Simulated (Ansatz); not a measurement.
The system is HfN.

```
Hf N
1.0
     0.00000    2.25600    2.25600
     2.25600    0.00000    2.25600
     2.25600    2.25600    0.00000
Hf N
1 1
Cartesian
  0.0000 0.0000 0.0000
  2.2560 2.2560 2.2560
```

Base run:

* Program: Ansatz 0.2.0
* Functional: r2SCAN
* Potentials or basis: Ansatz PAW
* Cutoff: 500 eV (not typed: the program's choice for these potentials)
* k mesh: 10 × 10 × 10
* Occupations: fermi-dirac, width 0.05 eV
* Spin: no spin polarisation

Its results: band gap on the k mesh none (metal or under the smearing width); pressure 2.6 GPa.

Q: After a change of settings the same cell gave: band gap on the k mesh none (metal or under the smearing width); pressure 11.9 GPa. Which change was it?
A. spin from no spin polarisation to spin-orbit coupling, no magnetisation; potential files from those of the base run to others of the same set
B. hubbard terms from none to Hf d U = 1 eV; hubbard projectors from none to ortho-atomic (the default)
C. hubbard terms from none to Hf d U = 6 eV; hubbard projectors from none to ortho-atomic (the default)

A: C.

Caveats: spin-orbit coupling is left out, which moves the levels of the heavy elements; the PAW data sets come from PBE, with cores solved anew for the run's functional, which leaves a small shift of forces and pressure; U without spin polarisation on a metal has little footing (some runs).
